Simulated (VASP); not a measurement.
A run of VASP 6.6.1:

INCAR

```
SYSTEM = KCl
PREC = Accurate ; ENCUT = 520
EDIFF = 1E-6 ; ISMEAR = -1
SIGMA = 0.02 ; LREAL = .False.
LASPH = .True. ; NELM = 100
ALGO = Normal ; ISIF = 2
LWAVE = .False. ; LCHARG = .False.
GGA = PS ; NBANDS = 15
```

KPOINTS

```
regular mesh
0
Gamma
  6 6 6
  0 0 0
```

POSCAR

```
KCl
1.0
    0.0000000000      3.4732801712      3.4732801712
    3.4732801712      0.0000000000      3.4732801712
    3.4732801712      3.4732801712      0.0000000000
K Cl
1 1
Direct
    0.0000000000      0.0000000000      0.0000000000
    0.2500000000      0.2500000000      0.2500000000
```

Potentials or basis: VASP PAW PBE potentials, release 64 (K_sv, Cl).

The run is started by

```sh
$ cat potpaw_PBE.64/K_sv/POTCAR potpaw_PBE.64/Cl/POTCAR > POTCAR
$ mpirun -np 1 vasp_std > vasp.out
```

Hardware: 1 thread of Intel(R) Xeon(R) Platinum 8488C (Sapphire Rapids) (shared host).

Task: How long does it take, and how much memory?

Result: Run time: 26 s on 1 thread of Intel(R) Xeon(R) Platinum 8488C (Sapphire Rapids) (shared host), peak memory 0.24 GiB. Counts: scf iterations 14, k points 16.
